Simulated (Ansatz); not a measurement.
Runs of Ansatz 0.2.0 on SnSe. Symmetry: Fm-3m, No. 225, cubic system. The conventional cell has a = 6.020 Å, b = 6.020 Å, c = 6.020 Å, α = 90.00°, β = 90.00°, γ = 90.00°. Sn (site symmetry m-3m) is surrounded by 6 Se at 3.01 Å. Around Se (site symmetry m-3m) lie 6 Sn at 3.01 Å. Measurements of this composition are mostly on another form, of space group No. 62.

```tsv
task	level	potentials or basis	cell	k mesh	cutoff (eV)	smearing	basis error allowed	gap on the mesh (eV)	pressure (GPa)
band structure	BLYP	all-electron LAPW, scalar-relativistic	as given	8 × 8 × 8	190	fermi-dirac 0.05 eV	0.001 eV/atom	0.38	(a)
elastic constants	LDA	all-electron LAPW, scalar-relativistic	as given	6 × 6 × 6	207	fermi-dirac 0.05 eV	0.001 eV/atom	0.61	-3.7
relaxation of cell and atoms	RPBE	all-electron LAPW, scalar-relativistic	relaxed	8 × 8 × 8	-	fermi-dirac 0.05 eV	0.001 eV/atom	-	0.0
Born charges	LDA	all-electron PAW datasets made for the crystal	as given	8 × 8 × 8	270	fixed	-	0.61	-
```

Alike in all rows: no spin polarisation.

**Question.** Estimate the missing entries.

**Answer.** (a) 4.8.

Caveats: spin-orbit coupling is left out, which moves the levels of the heavy elements (some runs); the mesh misses the band edges, which the band path finds closer together (some runs); the cell is more than 3 GPa from zero pressure, which shifts response properties (some runs); the program warned that the printed levels may be off, so bands, gaps and densities of states are rough (some runs).

A k mesh can miss the band edges, and the runs leave out spin-orbit coupling on Se, Sn.

The runs don't all hold the same shells in valence.

Runs at the PBE level aren't shown here.
